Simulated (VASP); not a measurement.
BN:

```
N B
1.0
     1.64382   -4.71554    0.00000
     1.64382    4.71554    0.00000
    -1.19293    0.00000    4.18174
N B
4 4
Direct
  0.51179 0.37991 0.82109
  0.37991 0.51179 0.32109
  0.77834 0.38574 0.34078
  0.38574 0.77834 0.84078
  0.56420 0.17700 0.99182
  0.17700 0.56420 0.49182
  0.56643 0.43440 0.50020
  0.43440 0.56643 0.00020
```

The cell comes from a database or a generator and needn't be the stable form of this composition.

```yaml
Program: VASP 6.6.1
Task: single point
Functional: PBE
Potentials_or_basis: VASP PAW PBE potentials, release 64 (N, B)
Cutoff: 520 eV
k_mesh: 9 × 9 × 7
Occupations: fermi-dirac, width 0.05 eV
Spin: no spin polarisation
```

On this cell: pressure 0.1 GPa; largest force 0.004 eV/Å; band gap on the k mesh 3.44 eV, indirect (least direct gap 4.00 eV).

The same run follows on a disturbed copy (atoms moved at random, drawn with an rms of 0.05 Å):

```xyz
8
Lattice="1.6438 -4.7155 0.0000 1.6438 4.7155 0.0000 -1.1929 0.0000 4.1817" Properties=species:S:1:pos:R:3 pbc="T T T"
N     0.4721   -0.6519    3.4339
N     1.0890    0.6044    1.3335
N     1.5021   -1.8215    1.4301
N     0.9301    1.8974    3.5780
B     0.0557   -1.7636    4.1445
B     0.5632    1.8496    2.0510
B     1.0585   -0.6073    2.0715
B     1.6787    0.6282   -0.0482
```

Q: What does the disturbed cell give?

A: The energy moves by +52.4 meV/atom; pressure 1.7 GPa; largest force 3.845 eV/Å; band gap on the k mesh 3.30 eV, indirect (least direct gap 3.95 eV).

Forces in eV/Å, atoms in the order of the input:
```
N    1.264  3.175 -1.763
N   -0.405  1.712 -0.098
N    0.169 -0.164 -0.406
N   -0.909 -1.191 -2.748
B   -0.705 -2.190  1.360
B    1.682 -1.078  0.851
B   -0.527 -0.306  0.876
B   -0.568  0.042  1.927
```

Stress tensor (GPa, compression positive):
```
 1.38  2.04 -0.11
 2.04  5.99 -4.29
-0.11 -4.29 -2.32
```

Caveats: an odd mesh through Γ misses points on the zone boundary, where band edges often lie.
